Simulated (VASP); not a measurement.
# Bi2Te3 (Tellurobismuthite) (R-3m) in VASP: a series of runs

The runs below take Bi2Te3 (Tellurobismuthite) through relaxation of cell and atoms, with PBEsol, PBE.

Program: VASP 6.6.1. These are calculated values, not measurements. Logs are shortened: lines on timing, memory, paths and dates and some standing lists are left out, and cuts for length are marked.

**1. Starting point**

Symmetry: R-3m, No. 166, trigonal system. The conventional cell has a = 4.386 Å, b = 4.386 Å, c = 30.497 Å, α = 90.00°, β = 90.00°, γ = 120.00°. Bi (site symmetry 3m) has 6 Te at 3.07 to 3.25 Å as nearest neighbours. Te (site symmetry -3m) is surrounded by 6 Bi at 3.25 Å. Around Te (site symmetry 3m) lie 3 Bi at 3.07 Å.

**2. Relaxation of cell and atoms, PBEsol**

File INCAR:

```
  ALGO = Normal
  EDIFF = 1E-6
  EDIFFG = -0.01
  ENCUT = 600
  GGA = PS
  IBRION = 2
  ISIF = 3
  ISMEAR = 0
  LASPH = True
  LCHARG = False
  LREAL = False
  LWAVE = False
  NELM = 80
  NSW = 90
  PREC = Accurate
  SIGMA = 0.03
```

File KPOINTS:

```
k-points
0
Gamma
  7 7 7
```

File POSCAR:

```
Bi2Te3
1.0
    2.1930000000      1.2661291403     10.1656666667
   -2.1930000000      1.2661291403     10.1656666667
    0.0000000000     -2.5322582807     10.1656666667
Bi Te
2 3
Direct
    0.4000000000      0.4000000000      0.4000000000
    0.6000000000      0.6000000000      0.6000000000
    0.0000000000      0.0000000000      0.0000000000
    0.2095000000      0.2095000000      0.2095000000
    0.7905000000      0.7905000000      0.7905000000
```

Potentials or basis: VASP PAW PBE potentials, release 64 (Bi_d, Te).

Launch:

```sh
cat potpaw_PBE.64/Bi_d/POTCAR potpaw_PBE.64/Te/POTCAR > POTCAR
mpirun -np 1 vasp_std > vasp.out
```

OUTCAR:

```text
EDIFF = 1E-6
   EDIFFG = -0.01
   ENCUT = 600
   GGA = PS
   IBRION = 2
   ISIF = 3
   ISMEAR = 0
   LASPH = True
   LREAL = False
   NELM = 80
   NSW = 90
   PREC = Accurate

 ion  position               nearest neighbor table
   1  0.400  0.400  0.400-   5 3.07   5 3.07   5 3.07   3 3.25   3 3.25   3 3.25
   2  0.600  0.600  0.600-   4 3.07   4 3.07   4 3.07   3 3.25   3 3.25   3 3.25
   3  0.000  0.000  0.000-   2 3.25   1 3.25   2 3.25   2 3.25   1 3.25   1 3.25
   4  0.209  0.209  0.209-   2 3.07   2 3.07   2 3.07   5 3.64   5 3.64   5 3.64
   5  0.791  0.791  0.791-   1 3.07   1 3.07   1 3.07   4 3.64   4 3.64   4 3.64

  LATTYP: Found a trigonal (rhomboedric) cell.
 ALAT       =    10.4763118882
 COS(alpha) =     0.9123624111

  Lattice vectors:

 A1 = (   2.1930000000,   1.2661291403,  10.1656666667)
 A2 = (  -2.1930000000,   1.2661291403,  10.1656666667)
 A3 = (   0.0000000000,  -2.5322582807,  10.1656666667)

Analysis of symmetry for initial positions (statically):
=====================================================================
 Subroutine PRICEL returns:
 Original cell was already a primitive cell.

 Routine SETGRP: Setting up the symmetry group for a
 trigonal (rhombohedral) supercell.

 Subroutine GETGRP returns: Found 12 space group operations
 (whereof 12 operations were pure point group operations)
 out of a pool of 12 trial point group operations.

The static configuration has the point symmetry D_3d.

Analysis of symmetry for dynamics (positions and initial velocities):
=====================================================================
 Subroutine PRICEL returns:
 Original cell was already a primitive cell.

 Routine SETGRP: Setting up the symmetry group for a
 trigonal (rhombohedral) supercell.

 Subroutine GETGRP returns: Found 12 space group operations
 (whereof 12 operations were pure point group operations)
 out of a pool of 12 trial point group operations.

The dynamic configuration has the point symmetry D_3d.

 Subroutine INISYM returns: Found 12 space group operations
 (whereof 12 operations are pure point group operations),
 and found     1 'primitive' translations

----------------------------------------------------------------------------------------

                                     Primitive cell

  volume of cell :     169.3572

  direct lattice vectors                    reciprocal lattice vectors
     2.193000000  1.266129140 10.165666667     0.227998176  0.131634808  0.032790111
    -2.193000000  1.266129140 10.165666667    -0.227998176  0.131634808  0.032790111
     0.000000000 -2.532258281 10.165666667     0.000000000 -0.263269617  0.032790111

  length of vectors
    10.476311888 10.476311888 10.476311888     0.265303755  0.265303755  0.265303755

  position of ions in fractional coordinates (direct lattice)
     0.400000000  0.400000000  0.400000000
     0.600000000  0.600000000  0.600000000
     0.000000000  0.000000000  0.000000000
     0.209500000  0.209500000  0.209500000
     0.790500000  0.790500000  0.790500000

  ion indices of the primitive-cell ions
   primitive index   ion index
                 1           1
                 2           2
                 3           3
                 4           4
                 5           5

----------------------------------------------------------------------------------------

 KPOINTS: k-points

Automatic generation of k-mesh.
 Grid dimensions read from file:
 generate k-points for:    7    7    7

 Generating k-lattice:

  Cartesian coordinates                     Fractional coordinates (reciprocal lattice)
     0.032571168  0.018804973  0.004684302     0.142857143  0.000000000  0.000000000
    -0.032571168  0.018804973  0.004684302     0.000000000  0.142857143  0.000000000
     0.000000000 -0.037609945  0.004684302     0.000000000  0.000000000  0.142857143

  Length of vectors
     0.037900536  0.037900536  0.037900536

  Shift w.r.t. Gamma in fractional coordinates (k-lattice)
     0.000000000  0.000000000  0.000000000

 Subroutine IBZKPT returns following result:
 ===========================================

 Found     44 irreducible k-points:

 Following reciprocal coordinates:
            Coordinates               Weight
  0.000000  0.000000  0.000000      1.000000
  0.142857  0.000000  0.000000      6.000000
  0.285714  0.000000  0.000000      6.000000
  0.428571  0.000000  0.000000      6.000000
  0.142857  0.142857  0.000000      6.000000
  0.285714  0.142857  0.000000     12.000000
[... 16 lines left out ...]
  0.285714  0.285714  0.142857      6.000000
  0.428571  0.285714  0.142857     12.000000
 [... further k-points ...]
   k-points           NKPTS =     44   k-points in BZ     NKDIM =     44   number of bands    NBANDS=     28
   number of dos      NEDOS =    301   number of ions     NIONS =      5
   total plane-waves  NPLWV = 592704
   dimension x,y,z NGX =    84 NGY =   84 NGZ =   84
   dimension x,y,z NGXF=   168 NGYF=  168 NGZF=  168
   ions per type =               2   3
   NGX,Y,Z   is equivalent  to a cutoff of  13.33, 13.33, 13.33 a.u.
   NGXF,Y,Z  is equivalent  to a cutoff of  26.66, 26.66, 26.66 a.u.
 SYSTEM =  unknown system
   PREC   = accura    normal or accurate (medium, high low for compatibility)
   ISTART =      0    job   : 0-new  1-cont  2-samecut
   ICHARG =      2    charge: 1-file 2-atom 10-const
   ISPIN  =      1    spin polarized calculation?
   LNONCOLLINEAR =      F non collinear calculations
   LSORBIT =      F    spin-orbit coupling
   LASPH  =      T    aspherical Exc in radial PAW
   ENCUT  =  600.0 eV  44.10 Ry    6.64 a.u.  20.92 20.92 20.92*2*pi/ulx,y,z
   NELM   =     80;   NELMIN=  2; NELMDL= -5     # of ELM steps
   EDIFF  = 0.1E-05   stopping-criterion for ELM
   LREAL  =      F    real-space projection
   EDIFFG = -.1E-01   stopping-criterion for IOM
   NSW    =     90    number of steps for IOM
   IBRION =      2    ionic relax: 0-MD 1-quasi-New 2-CG
   NFREE  =      1    steps in history (QN), initial steepest desc. (CG)
   ISIF   =      3    stress and relaxation
   ISYM   =      2    0-nonsym 1-usesym 2-fastsym
   POTIM  = 0.5000    time-step for ionic-motion
   TEBEG  =    0.0;   TEEND  =   0.0 temperature during run
   PSTRESS=    0.0 pullay stress
   NELECT =      48.0000    total number of electrons
   NUPDOWN=      -1.0000    fix difference up-down
   EMIN   =  10.00;   EMAX   =-10.00  energy-range for DOS
   EFERMI =   0.00;   METHOD = LEGACY
   ISMEAR =     0;   SIGMA  =   0.03  broadening in eV -4-tet -1-fermi 0-gaus
   EFERMI_NEDOS =   21; number of points for ismear=-14 and -15
   IALGO  =     38    algorithm
   IMIX   =      4    mixing-type and parameters
     AMIX     =   0.40;   BMIX     =  1.00
     AMIX_MAG =   1.60;   BMIX_MAG =  1.00
  volume/ion in A,a.u.               =      33.87       228.58
  Fermi-wavevector in a.u.,A,eV,Ry     =   1.075360  2.032136 15.733774  1.156400
  Thomas-Fermi vector in A             =   2.211215
   LORBIT       =      0    0 simple, 1 ext, 2 COOP (PROOUT), +10 PAW based schemes
   GGA     = PS    functional components
   LHFCALC =     F    Hartree Fock is set to
   AEXX    =    0.0000 exact exchange contribution
   IVDW    =     0    specifies the selected vdW correction
   LEPSILON=     F    determine dielectric tensor
   LRPA    =     F    only Hartree local field effects (RPA)
 conjugate gradient relaxation of ions
 non-spin polarized calculation
 Gauss-broadening in eV      SIGMA  =   0.03
  energy-cutoff  :      600.00
  volume of cell :      169.36
 maximum number of plane-waves:      5672
   NGX = 41   NGY = 41   NGZ = 41

--------------------------------------- Ionic step        1  -------------------------------------------

 number of electron      48.0000002 magnetization

 Free energy of the ion-electron system (eV)
  ---------------------------------------------------
  ext. energy  EPLUGINS =         0.00000000
  ---------------------------------------------------
  free energy    TOTEN  =       -20.29339832 eV

  energy without entropy =      -20.29339832  energy(sigma->0) =      -20.29339832

------------------------ aborting loop because EDIFF is reached ----------------------------------------

  FORCE on cell =-STRESS in cart. coord.  units (eV):
  Direction    XX          YY          ZZ          XY          YZ          ZX
  --------------------------------------------------------------------------------------
  -------------------------------------------------------------------------------------
  Total       -0.4903550     -0.4903550     -0.8027779      0.0000000      0.0000000      0.0000000
  in kB       -4.6389259     -4.6389259     -7.5945532      0.0000000      0.0000000      0.0000000
  external PRESSURE =      -5.6241350 kB  Pullay stress =       0.0000000 kB

 VOLUME and BASIS-vectors are now :
 -----------------------------------------------------------------------------
  energy-cutoff  :      600.00
  volume of cell :      169.36
      direct lattice vectors                 reciprocal lattice vectors
     2.193000000  1.266129140 10.165666667     0.227998176  0.131634808  0.032790111
    -2.193000000  1.266129140 10.165666667    -0.227998176  0.131634808  0.032790111
     0.000000000 -2.532258281 10.165666667     0.000000000 -0.263269617  0.032790111
[... 118 lines left out ...]
 POSITION                                       TOTAL-FORCE (eV/Angst)
 -----------------------------------------------------------------------------------
      0.00000     -0.00000     12.12905         0.000000      0.000000     -0.010362
      0.00000     -0.00000     18.19254         0.000000     -0.000000      0.010362
      0.00000      0.00000      0.00000         0.000000     -0.000000     -0.000000
      0.00000     -0.00000      6.35559         0.000000     -0.000000      0.005600
      0.00000     -0.00000     23.96600         0.000000      0.000000     -0.005600
 -----------------------------------------------------------------------------------
    total drift:                                0.000000     -0.000000      0.000000

  FREE ENERGIE OF THE ION-ELECTRON SYSTEM (eV)
  ---------------------------------------------------
  free  energy   TOTEN  =       -20.2972039213 eV

  energy  without entropy=      -20.2972039207  energy(sigma->0) =      -20.29720392

--------------------------------------- Ionic step        5  -------------------------------------------

 number of electron      47.9999998 magnetization

 Free energy of the ion-electron system (eV)
  ---------------------------------------------------
  ext. energy  EPLUGINS =         0.00000000
  ---------------------------------------------------
  free energy    TOTEN  =       -20.29738325 eV

  energy without entropy =      -20.29738325  energy(sigma->0) =      -20.29738325

 E-fermi :   6.2779     XC(G=0):  -9.5328

 val. band max:        6.1785998404   @ k =   0.0000   0.0000   0.0000
 cond. band min:       6.3771221357   @ k =   0.0000   0.0000   0.0000
 fundamental gap:      0.1985222953
 Fermi energy:         6.2778685284

 k-point     1 :       0.0000    0.0000    0.0000
  band No.  band energies     occupation
      1     -16.9370      2.00000
      2     -16.9370      2.00000
      3     -16.9354      2.00000
      4     -16.9354      2.00000
      5     -16.9272      2.00000
      6     -16.9257      2.00000
[... 20 lines left out ...]
     27       6.7891      0.00000
[... 691 lines left out ...]
      6     -16.9249      2.00000
[... 20 lines left out ...]
     27       8.0192      0.00000
     28       8.4952      0.00000

 [... further k-points ...]

------------------------ aborting loop because EDIFF is reached ----------------------------------------

  FORCE on cell =-STRESS in cart. coord.  units (eV):
  Direction    XX          YY          ZZ          XY          YZ          ZX
  --------------------------------------------------------------------------------------
  -------------------------------------------------------------------------------------
  Total        0.0030178      0.0030178      0.0048327      0.0000000     -0.0000000      0.0000000
  in kB        0.0288235      0.0288235      0.0461572      0.0000000     -0.0000000      0.0000000
  external PRESSURE =       0.0346014 kB  Pullay stress =       0.0000000 kB

 VOLUME and BASIS-vectors are now :
 -----------------------------------------------------------------------------
  energy-cutoff  :      600.00
  volume of cell :      167.75
      direct lattice vectors                 reciprocal lattice vectors
     2.191393944  1.265201884 10.083851828     0.228165274  0.131731282  0.033056151
    -2.191393944  1.265201884 10.083851828    -0.228165274  0.131731282  0.033056151
     0.000000000 -2.530403767 10.083851828     0.000000000 -0.263462565  0.033056151

 POSITION                                       TOTAL-FORCE (eV/Angst)
 -----------------------------------------------------------------------------------
      0.00000     -0.00000     12.09985         0.000000      0.000000     -0.002798
      0.00000     -0.00000     18.15170         0.000000     -0.000000      0.002798
      0.00000      0.00000      0.00000         0.000000     -0.000000     -0.000000
      0.00000     -0.00000      6.34184         0.000000     -0.000000      0.000674
      0.00000     -0.00000     23.90971         0.000000      0.000000     -0.000674
 -----------------------------------------------------------------------------------
    total drift:                                0.000000      0.000000     -0.000000

  FREE ENERGIE OF THE ION-ELECTRON SYSTEM (eV)
  ---------------------------------------------------
  free  energy   TOTEN  =       -20.2973832484 eV

  energy  without entropy=      -20.2973832466  energy(sigma->0) =      -20.29738325

 reached required accuracy - stopping structural energy minimisation
```

Run time: 84 min. Hardware: 1 thread of Intel Xeon Platinum 8488C (Sapphire Rapids), shared host; peak memory 1.2 GiB.

What came out:

* Free energy: -20.2974 eV
* Relaxed volume: 33.55 Å³/atom
* Relaxed cell: a = 10.396 Å, b = 10.396 Å, c = 10.396 Å, α = 24.34°, β = 24.34°, γ = 24.34°
* Space group after relaxing (to 0.05 Å): R-3m (No. 166)
* Energy gained by relaxing: 0.8 meV/atom
* Ionic steps: 5
* Pressure after relaxing: 0.0 GPa
* Band gap on the k mesh: 0.20 eV, direct

Forces in eV/Å, atoms in the order of the input:
```
Bi   0.000  0.000 -0.003
Bi   0.000  0.000  0.003
Te   0.000  0.000  0.000
Te   0.000  0.000  0.001
Te   0.000  0.000 -0.001
```

The path:
```
step  energy change (eV)  largest force (eV/Å)  pressure (GPa)  volume (Å³)
   1              0.0000                0.0965           -0.56       169.36
   2             -0.0020                0.0535            0.43       166.46
   3             -0.0036                0.0134            0.02       167.61
   4             -0.0038                0.0104            0.02       167.65
   5             -0.0040                0.0028            0.00       167.75
```

Final structure:
```
CELL_PARAMETERS angstrom
2.19139 1.26520 10.08385
-2.19139 1.26520 10.08385
0.00000 -2.53040 10.08385
ATOMIC_POSITIONS crystal
Bi 0.39997 0.39997 0.39997
Bi 0.60003 0.60003 0.60003
Te 0.00000 0.00000 0.00000
Te 0.20964 0.20964 0.20964
Te 0.79036 0.79036 0.79036
```

Caveat: the PAW data sets were made with another functional, which shifts forces and pressure a little; spin-orbit coupling is left out, which as a rule narrows the gap of such compounds by several tenths of an eV; an odd mesh through Γ misses points on the zone boundary, where band edges often lie.

**3. Relaxation of cell and atoms, PBEsol**

This run uses another cell than the first one, of 33.55 Å³/atom, 0.990 times its volume.

Changes to INCAR since step 2:

```diff
@@ -1,4 +1,4 @@
   ALGO = Normal
-  EDIFF = 1E-6
-  EDIFFG = -0.01
+  EDIFF = 1E-7
+  EDIFFG = -0.005
   ENCUT = 600
```

KPOINTS is that of step 2.

File POSCAR:

```
Bi2Te3                                  
1.0
    2.1913939443      1.2652018836     10.0838518283
   -2.1913939443      1.2652018836     10.0838518283
    0.0000000000     -2.5304037673     10.0838518283
  Bi              Te            
     2     3
Direct
     0.3999745826303973    0.3999745826303973    0.3999745826303973
     0.6000254173696027    0.6000254173696027    0.6000254173696028
     0.0000000000000000    0.0000000000000000    0.0000000000000000
     0.2096369417028061    0.2096369417028061    0.2096369417028061
     0.7903630582971940    0.7903630582971940    0.7903630582971940
```

Potentials or basis: VASP PAW PBE potentials, release 64 (Bi_d, Te).

Launch:

```sh
cat potpaw_PBE.64/Bi_d/POTCAR potpaw_PBE.64/Te/POTCAR > POTCAR
mpirun -np 1 vasp_std > vasp.out
```

Run time: 36 min. Hardware: 1 thread of Intel Xeon Platinum 8488C (Sapphire Rapids), shared host; peak memory 1.2 GiB.

It converged, with:

* Free energy: -20.2973 eV
* Pressure after relaxing: 0.0 GPa
* Largest force after relaxing: 0.003 eV/Å
* Band gap on the k mesh: 0.20 eV, direct

Forces in eV/Å, atoms in the order of the input:
```
Bi   0.000  0.000 -0.003
Bi   0.000  0.000  0.003
Te   0.000  0.000  0.000
Te   0.000  0.000  0.001
Te   0.000  0.000 -0.001
```

Final structure:
```cif
data_structure
_symmetry_space_group_name_H-M 'P 1'
_symmetry_Int_Tables_number 1
_cell_length_a 10.3965
_cell_length_b 10.3965
_cell_length_c 10.3965
_cell_angle_alpha 24.336
_cell_angle_beta 24.336
_cell_angle_gamma 24.336
_cell_volume 167.75
loop_
_atom_site_label
_atom_site_type_symbol
_atom_site_fract_x
_atom_site_fract_y
_atom_site_fract_z
_atom_site_occupancy
Bi1 Bi 0.39997 0.39997 0.39997 1
Bi2 Bi 0.60003 0.60003 0.60003 1
Te1 Te 0.00000 0.00000 0.00000 1
Te2 Te 0.20964 0.20964 0.20964 1
Te3 Te 0.79036 0.79036 0.79036 1
```

Levels at points of the mesh, in eV from the valence-band top:
```csv
k point,band 21,band 22,band 23,band 24,band 25,band 26,band 27,band 28
"(0.00, 0.00, 0.00)",-1.75,-0.89,-0.89,0.00,0.20,0.61,0.61,1.91
```

Caveat: the relaxation stopped at its first step, so nothing moved; the PAW data sets were made with another functional, which shifts forces and pressure a little; spin-orbit coupling is left out, which as a rule narrows the gap of such compounds by several tenths of an eV; an odd mesh through Γ misses points on the zone boundary, where band edges often lie.

(Continued in part 2 of 2.)
